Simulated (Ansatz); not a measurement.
## How much do the gradients of SiO2 depend on the method?

Cell: a computed structure from the Materials Project (it need not be an observed phase).

Space group I-42m (No. 121); a = 9.1596, c = 8.2312 Å.

```
site  Wyckoff  site symmetry       x       y       z
  Si      16j              1  0.7949  0.4372  0.3183
  O9       8f            .2.  0.0000  0.2833  0.0000
 O10       8i            ..m  0.8546  0.1454  0.7713
 O11      16j              1  0.9302  0.3231  0.3076
```

One atom of each set is listed; the run and its k-mesh use a cell of 24 atoms with edges of 7.67, 7.67, 7.67 Å.

First run. Method: Kohn–Sham DFT in Ansatz, PBE, plane waves and PAW, scalar-relativistic, 420 eV cutoff, Γ-centred 4×4×4 k-points, Fermi–Dirac smearing 0.02 eV.

```csv
site,V_zz (10²¹ V/m²),η
Si,1.17,0.98
O9,10.13,0.02
O10,9.05,0.31
O11,8.91,0.24
```

Second run. The same atoms and settings, except that the functional is r2SCAN and the cutoff is 500 eV.

(1) What does the second run give?

Answers

(1) 

```csv
site,V_zz,η,change of V_zz
Si,-1.15,0.98,–
O9,9.96,0.03,-0.17
O10,8.93,0.31,-0.12
O11,8.79,0.24,-0.12
```

The largest change of V_zz along a kept axis is on O9, from 10.13 to 9.96. In per cent, |V_zz| changes by -2 to -1 on O (all sites that start above 0.5, bar those whose gradient vanishes or changes sign or whose main axis turns by over 40°). On Si the largest principal value lies along another axis in the second run, so the two V_zz can't be compared directly.

For the first run: At this cell the principal stresses reach 5 GPa in size with PBE, which can matter for small gradients. The largest force is 0.4 eV/Å, so the atoms aren't at the calculated equilibrium and relaxing them would move these values.
